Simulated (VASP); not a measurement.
## TiSe2: equation of state with PBEsol

Crystal: TiSe2.

```
Se Ti
1.0
     3.53600    0.00000    0.00000
    -1.76800    3.06227    0.00000
     0.00000    0.00000    6.00400
Se Ti
2 1
Direct
  0.66667 0.33333 0.74480
  0.33333 0.66667 0.25520
  0.00000 0.00000 0.00000
```

| Item | Value |
| --- | --- |
| Program | VASP 6.6.1 |
| Task | equation of state |
| Functional | PBEsol |
| Potentials or basis | VASP PAW PBE potentials, release 64 (Se, Ti_sv) |
| Cutoff | 520 eV |
| k mesh | 9 × 9 × 5 |
| Occupations | fermi-dirac, width 0.05 eV |
| Spin | no spin polarisation |

- Equilibrium volume: 21.12 Å³/atom
- Bulk modulus at fixed shape and positions: 88 GPa
- Pressure derivative of the bulk modulus: 4.2

Energy against volume, from the lowest point:
```csv
volume (Å³/atom),energy (meV/atom)
20.371,7.50
20.804,1.11
21.237,0.00
21.671,3.63
22.104,11.54
22.538,23.28
22.971,38.49
```

All runs of the series together: 12 min on 1 thread of AMD EPYC 7R43 64-Core Processor (Zen 3) (shared host).

Caveat: the cell was scaled at fixed shape and fractional positions, which overstates the stiffness of a crystal with free parameters, most of all of layers and chains; the PAW data sets were made with another functional, which shifts forces and pressure a little; this functional lacks dispersion, which binds the layers, so the pressure and a relaxed spacing across them are unreliable.
